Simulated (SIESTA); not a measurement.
Crystal: CoO.

```
Co O
1.0
     0.00000    2.13150    2.13150
     2.13150    0.00000    2.13150
     2.13150    2.13150    0.00000
Co O
1 1
Direct
  0.00000 0.00000 0.00000
  0.50000 0.50000 0.50000
```

Base run:

- Program: SIESTA 5.4.2
- Functional: PBEsol
- Potentials or basis: PseudoDojo 0.4 standard (PBEsol files)
- Basis: DZP (energy shift 0.003 Ry; two zetas on semicore shells)
- Grid cutoff: 800 Ry
- Energy shift: 0.003 Ry
- k mesh: 11 × 11 × 11
- Occupations: fermi-dirac, width 0.05 eV
- Spin: collinear spin, ferromagnetic start
- Starting moments: [2.0, 0.0] μB

Its results: band gap on the k mesh none (metal or under the smearing width); pressure -10.0 GPa; net moment 2.98 μB per cell; site moments Co +2.60; O +0.37 μB.

Problem. The run is repeated on the same cell with these changes: functional from PBEsol to PBE; potentials or basis from PseudoDojo 0.4 standard (PBEsol files) to PseudoDojo 0.4 standard (PBE files). What comes out?

Solution. Band gap on the k mesh none (metal or under the smearing width); pressure -0.7 GPa; net moment 2.98 μB per cell; site moments Co +2.62; O +0.36 μB.

Caveats: short orbitals over semicore shells can move pressures by several GPa; the basis of atomic orbitals isn't converged, which shifts pressures, moduli and gaps; a cell with one magnetic atom can't hold antiferromagnetic order, which such compounds often take; semilocal functionals often make such compounds metallic where correlation or magnetic order opens a gap, which also shifts bond lengths.

Not every run made on this cell is shown here.
